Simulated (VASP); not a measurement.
# A VASP 6.6.1 single-point calculation on GaN

INCAR

```
ISMEAR = -1
NBANDS = 13
ALGO = All
SIGMA = 0.02
LREAL = .FALSE.
EDIFF = 1E-5
GGA = PE
LCHARG = .FALSE.
NSW = 0
PREC = Accurate
LASPH = .TRUE.
NELM = 82
LWAVE = .FALSE.
ISIF = 2
ENCUT = 520
IBRION = -1
```

KPOINTS

```
KPOINTS created by Atomic Simulation Environment
0
Gamma
10 10 10
0 0 0
```

POSCAR

```
Ga N
 1.0000000000000000
     0.0000000000000000    2.1085152378999998    2.1085152378999998
     1.9826368781999999    0.0000000000000000    2.1085152378999998
     1.9826368781999999    2.1085152378999998    0.0000000000000000
 Ga  N
   1   1
Cartesian
  0.0000000000000000  0.0000000000000000  0.0000000000000000
  1.9826368781999999  2.1085152378999998  2.1085152378999998
```

The recommended PBE PAW datasets give the neutral cell 18 valence electrons.

Command

```
mpirun -np 1 vasp_std
```

Question: Predict the outcome of this run.

Answer: It converged. Results: gap between bands v and c on the k mesh 0.65 eV; least direct gap on the k mesh 3.49 eV; pressure 28.4 GPa. Band v is the last that the valence electrons fill when counted band by band, and c is the next.

OSZICAR

```
N       E                     dE             d eps       ncg     rms           ort
DAV:   1     0.779689425967E+02    0.77969E+02   -0.97705E+03  1326   0.289E+03
DAV:   2    -0.755165928954E+01   -0.85521E+02   -0.80117E+02  1326   0.345E+02
DAV:   3    -0.128852138260E+02   -0.53336E+01   -0.53008E+01  1326   0.795E+01
DAV:   4    -0.129555577059E+02   -0.70344E-01   -0.70283E-01  1326   0.935E+00
DAV:   5    -0.129565082360E+02   -0.95053E-03   -0.95048E-03  1326   0.100E+00
SDA:   6    -0.780371468643E+01    0.51528E+01   -0.95048E-03  1326   0.136E+02   0.000E+00
CGA:   7    -0.105776699666E+02   -0.27740E+01   -0.27734E+01  1326   0.127E+01   0.109E+00
CGA:   8    -0.108834572891E+02   -0.30579E+00   -0.30648E+00  1326   0.393E+00  -0.118E-01
CGA:   9    -0.109894449129E+02   -0.10599E+00   -0.10630E+00  1326   0.995E-01  -0.358E-02
CGA:  10    -0.110127412956E+02   -0.23296E-01   -0.23293E-01  1326   0.200E-01   0.530E-04
CGA:  11    -0.110190391011E+02   -0.62978E-02   -0.62989E-02  1326   0.412E-02  -0.116E-04
CGA:  12    -0.110198332910E+02   -0.79419E-03   -0.79422E-03  1326   0.572E-03   0.186E-05
CGA:  13    -0.110200352630E+02   -0.20197E-03   -0.20226E-03  1326   0.141E-03  -0.215E-05
CGA:  14    -0.110200660797E+02   -0.30817E-04   -0.30819E-04  1326   0.302E-04   0.207E-06
CGA:  15    -0.110200748584E+02   -0.87787E-05   -0.87102E-05  1326   0.778E-05   0.123E-05
   1 F= -.11020075E+02 E0= -.11020075E+02  d E =-.449869E-09
```

Standard output (part)

```
POSCAR found type information on POSCAR GaN
 POSCAR found :  2 types and       2 ions
 LDA part: xc-table for (Slater+PW92), standard interpolation
 POSCAR, INCAR and KPOINTS ok, starting setup
 WAVECAR not read
 entering main loop
 gam= 0.000 g(H,U,f)=  0.779E+01 0.581E+01 0.886E-12 ort(H,U,f) = 0.000E+00 0.000E+00 0.000E+00
 gam= 0.000 trial= 0.400  step=  0.4078 mean=  0.4000
 gam= 0.093 g(H,U,f)=  0.907E+00 0.359E+00 0.157E-13 ort(H,U,f) =-0.136E+01 0.147E+01 0.123E-12
 gam= 0.093 trial= 0.401  step=  0.4803 mean=  0.4008
 gam= 0.311 g(H,U,f)=  0.331E+00 0.620E-01 0.732E-13 ort(H,U,f) =-0.212E+00 0.200E+00 0.844E-13
 gam= 0.311 trial= 0.409  step=  0.5458 mean=  0.4087
 gam= 0.253 g(H,U,f)=  0.951E-01 0.440E-02 0.336E-12 ort(H,U,f) =-0.360E-01 0.324E-01 0.239E-11
 gam= 0.253 trial= 0.422  step=  0.4725 mean=  0.4224
 gam= 0.201 g(H,U,f)=  0.197E-01 0.261E-03 0.437E-11 ort(H,U,f) =-0.266E-02 0.271E-02 0.486E-10
 gam= 0.201 trial= 0.427  step=  0.6308 mean=  0.4274
 gam= 0.207 g(H,U,f)=  0.410E-02 0.218E-04 0.110E-11 ort(H,U,f) =-0.233E-03 0.221E-03 0.140E-10
 gam= 0.207 trial= 0.448  step=  0.3854 mean=  0.4478
 gam= 0.139 g(H,U,f)=  0.569E-03 0.253E-05 0.308E-13 ort(H,U,f) =-0.610E-05 0.795E-05 0.700E-12
 gam= 0.139 trial= 0.442  step=  0.7074 mean=  0.4415
 gam= 0.247 g(H,U,f)=  0.139E-03 0.232E-05 0.755E-13 ort(H,U,f) =-0.112E-05-0.103E-05-0.210E-12
 gam= 0.247 trial= 0.468  step=  0.4391 mean=  0.4681
...
```

For comparison, a separate PBE run of the intended cell, on usual settings and not on those above, gives a gap of 0.65 eV on its mesh and a pressure of 28.4 GPa.
